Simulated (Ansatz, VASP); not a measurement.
## Two plane-wave programs on ScAlN2

The input POSCAR:

```
ScAlN2
1.0
    1.5184655389      0.8766864876      4.9153867985
   -1.5184655389      0.8766864876      4.9153867985
    0.0000000000     -1.7533729753      4.9153867985
Sc Al N
1 1 2
Direct
    1.0000000000      0.0000000000      0.0000000000
    0.5000000000      0.5000000000      0.5000000000
    0.2433103314      0.2433103314      0.2433103314
    0.7566896686      0.7566896686      0.7566896686
```

The input INCAR.step1:

```
SYSTEM = ScAlN2
  PREC = Accurate
  ENCUT = 520
  ISMEAR = 0
  SIGMA = 0.01
  LREAL = .False.
  LASPH = .True.
  NELM = 100
  NBANDS = 20
  GGA = PE
  ALGO = Normal
  EDIFF = 1E-4
  LWAVE = .True.
  LCHARG = .False.
```

Contents of INCAR.step2:

```
SYSTEM = ScAlN2
  PREC = Accurate
  ENCUT = 520
  EDIFF = 1E-6
  ISMEAR = 0
  SIGMA = 0.01
  LREAL = .False.
  LASPH = .True.
  NELM = 100
  ALGO = Normal
  ISIF = 2
  LWAVE = .False.
  LCHARG = .False.
  METAGGA = R2SCAN
  LMIXTAU = .True.
  NBANDS = 20
  ISTART = 1
```

The input KPOINTS:

```
Automatic mesh
0
Gamma
  6 6 6
  0 0 0
```

Input for Ansatz:

```yaml
crystal:
  lattice:
    - [1.5184655389, 0.8766864876, 4.9153867985]
    - [-1.5184655389, 0.8766864876, 4.9153867985]
    - [0.0, -1.7533729753, 4.9153867985]
  atoms:
    - { symbol: Sc, position: [1.0, 0.0, 0.0] }
    - { symbol: Al, position: [0.5, 0.5, 0.5] }
    - { symbol: "N", position: [0.2433103314, 0.2433103314, 0.2433103314] }
    - { symbol: "N", position: [0.7566896686, 0.7566896686, 0.7566896686] }
kpoints:
  mp_grid: { grid: [6, 6, 6] }
hamiltonian:
  xc: r2scan
scf:
  occupations: { method: fixed }
  n_extra_bands: 5
output:
  forces: true
  stress: true
  eigenvalues: true
basis:
  xc_grid: 1
```

Alike in both runs: task single point; functional r2SCAN; k mesh 6 × 6 × 6; no spin polarisation.

|  | VASP | Ansatz |
| --- | --- | --- |
| version | VASP 6.6.1 | Ansatz 0.2.0 |
| potentials or method | VASP PAW PBE potentials, release 64 (Sc_sv, Al, N) | plane waves |
| plane-wave cutoff (eV) | 520 | 500 |
| occupations | gaussian, width 0.01 eV | fixed |
| valence electrons in the cell | 24 | 24 |

|  | VASP | Ansatz | Ansatz less VASP |
| --- | --- | --- | --- |
| gap on the k mesh at the Fermi level (eV) | 1.17 | 1.17 | +0.002 |
| pressure (GPa) | 0.9 | 0.0 | -0.91 |
| largest component of the traceless stress (GPa) | 0.07 | 0.08 | +0.012 |
| rms of the force components (eV/Å) | 0.051 | 0.005 | -0.0463 |

Atom by atom the forces differ by 0.046 eV/Å (rms over components).

Caveats: the PAW data sets were made with another functional, which shifts forces and pressure a little (VASP). r2SCAN opens gaps a little over a GGA but as a rule still falls short of measured ones. A k mesh can miss the band edges.
